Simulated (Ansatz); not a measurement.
Crystal: Sn.

```
Sn
1.0
    -1.72654    1.77555    2.33834
     1.72654   -1.77555    2.33834
     1.72654    1.77555   -2.33834
Sn
1
Cartesian
  0.0000 0.0000 0.0000
```

This isn't the form of Sn at room conditions, which is tetragonal (white tin).

Program: Ansatz 0.2.0. Alike in all runs: potentials or basis all-electron LAPW, scalar-relativistic; cell as given.

Problem. Order these runs on this cell by their pressure, lowest first.
A. level PBE; spin off; k mesh 8 × 8 × 8; cutoff (eV) 134; smearing fermi-dirac 0.02 eV; basis error allowed 0.003 eV/atom
B. level PBE+D3(BJ)+ATM; spin collinear, random start; k mesh 11 × 11 × 11; cutoff (eV) 182; smearing gaussian 0.1 eV; other functionals evaluated on the density revPBE, LDA, PBEsol; basis error allowed 0.00025 eV/atom; other keys hamiltonian.pseudopotentials.lapw.basis_error = 0.00025
C. level RPBE+D3(BJ); spin collinear, ferromagnetic start; k mesh 11 × 11 × 11; cutoff (eV) 154; smearing methfessel-paxton 0.01 eV; basis error allowed 0.001 eV/atom

Solution. C (-17.0 GPa), B (-2.9 GPa), A (-1.2 GPa).

Caveats: pairwise dispersion overbinds metals, which lowers pressure and volume (some runs); the starting moments weren't kept (some runs); the k mesh is thin for a metal, which can move the energy by tens of meV per atom (some runs); so large a pressure means that the cell lies far from this level's equilibrium, or that cutoff or potentials fall short (some runs).
